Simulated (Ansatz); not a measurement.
# KCl: the change of pressure with volume per atom

Periodic Kohn-Sham DFT of a crystal at fixed atoms; pressure and stress are positive in compression; the energy is the free energy less that of spherical unpolarised free atoms; site moments are those in the method's own spheres, positive along +z. The results are calculated, by Ansatz 0.2.0.

Cell of the first row (space group F-43m, No. 216):
```
KCl
1.0
      0.0000     3.4589     3.4589
      3.4589     0.0000     3.4589
      3.4589     3.4589     0.0000
K Cl
1 1
Direct
  0.00000 0.00000 0.00000
  0.25000 0.25000 0.25000
```

Settings of every row: method frozen-core PAW; functional PBE; relativity scalar; k mesh 11x11x11; filling fermi-dirac; smearing width 0.03 eV; wave cutoff 420 eV; paw set soft_2.

Atom start moment: 0 on all atoms.

Limits: the cell comes from a prototype or a list of computed structures and needn't be the stable phase.

```
row  volume per atom (Å³)  pressure (GPa)
  1                41.383               ?
  2                43.121           0.286
  3                44.001           0.046
  4                44.881          -0.168
  5                46.641           -0.53
```

Question: what pressure should row 1 give?

Worked fit of pressure. Take u = (V_r/V)^(2/3) − 1 with V_r = 44.441 Å³ an atom, which is twice the finite (Eulerian) strain; such expansions in the strain, on which the Birch-Murnaghan equation of state is built, carry the rest volume and the bulk modulus. The shown rows have u = 0.0203, 0.00666, -0.00655, -0.0317. Least squares give pressure = −0.064 + 16.244 × u + 48.74 × u² GPa; a straight line predicts inner rows, each left out in turn, worse (root mean square 0.021 against 0.00075 GPa). All shown rows lie on it to the printed digit. The pressure vanishes at u = 0.0039, or V = 44.18 Å³ an atom, and there the bulk modulus at fixed shape and fractions is B = −V dP/dV = (2/3)(1 + u) dP/du = 11.1 GPa. The withheld row has u = 0.04868, so the fit gives −0.064 + 16.244 × (0.04868) + 48.74 × (0.04868)² = 0.842 GPa.

The calculation gave 0.846 GPa. The fit lies 0.004 GPa (0.29 % of the column's range) below it; its largest miss of a shown row is 0.000 GPa. This row lies beyond the range of the fit.
